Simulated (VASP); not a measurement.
**Li: relaxation of cell and atoms with PBE+D3(BJ)**

The system is Li.

```
Li
1.0
    -1.71966    1.71966    1.71966
     1.71966   -1.71966    1.71966
     1.71966    1.71966   -1.71966
Li
1
Direct
  0.00000 0.00000 0.00000
```

```
Program                : VASP 6.6.1
Task                   : relaxation of cell and atoms
Functional             : PBE
Dispersion             : D3(BJ)
Potentials or basis    : VASP PAW PBE potentials, release 64 (Li_sv)
Cutoff                 : 600 eV
k mesh                 : 18 × 18 × 18
Occupations            : gaussian, width 0.1 eV
Spin                   : no spin polarisation
Dipole correction      : no
Further INCAR settings : ALGO = Fast; EDIFF = 1e-07; IBRION = 2; EDIFFG = -0.002; NSW = 100; ISIF = 3
```

```
Relaxed volume                         : 18.11 Å³/atom
Relaxed cell                           : a = 2.865 Å, b = 2.865 Å, c = 2.865 Å, α = 109.47°, β = 109.47°, γ = 109.47°
Space group after relaxing (to 0.05 Å) : Im-3m (No. 229)
Energy gained by relaxing              : 11.4 meV/atom
Ionic steps                            : 5
Pressure after relaxing                : 0.0 GPa
Band gap on the k mesh                 : none (metal or under the smearing width)
Dispersion energy per atom             : -0.189 eV
```

The path:
```
step  energy change (eV)  largest force (eV/Å)  pressure (GPa)  volume (Å³)
   1              0.0000                0.0000           -1.48        20.34
   2             -0.0046                0.0000           -1.20        19.79
   3             -0.0112                0.0000           -0.24        18.37
   4             -0.0114                0.0000            0.02        18.06
   5             -0.0114                0.0000           -0.01        18.11
```

Final structure:
```cif
data_structure
_symmetry_space_group_name_H-M 'P 1'
_symmetry_Int_Tables_number 1
_cell_length_a 2.8652
_cell_length_b 2.8652
_cell_length_c 2.8652
_cell_angle_alpha 109.471
_cell_angle_beta 109.471
_cell_angle_gamma 109.471
_cell_volume 18.11
loop_
_atom_site_label
_atom_site_type_symbol
_atom_site_fract_x
_atom_site_fract_y
_atom_site_fract_z
_atom_site_occupancy
Li1 Li 0.00000 0.00000 0.00000 1
```

Levels at points of the mesh, in eV from the Fermi level:
```tsv
k point	band 1	band 2	band 3	band 4
(0.00, 0.00, 0.00)	-46.34	-3.71	15.82	15.82
(0.50, 0.00, 0.00)	-46.31	0.21	3.64	11.20
(0.50, 0.50, 0.50)	-46.29	5.94	5.94	5.94
```

It took 52 s on 1 thread of AMD EPYC 9R45 96-Core Processor (Zen 5) (shared host), peak memory 0.13 GiB.

Caveat: the cutoff is under 1.25 times the usual one of these potentials, so pressure, stress and relaxed cells hold a basis-set (Pulay) error; pairwise dispersion overbinds metals, which lowers pressure and volume.
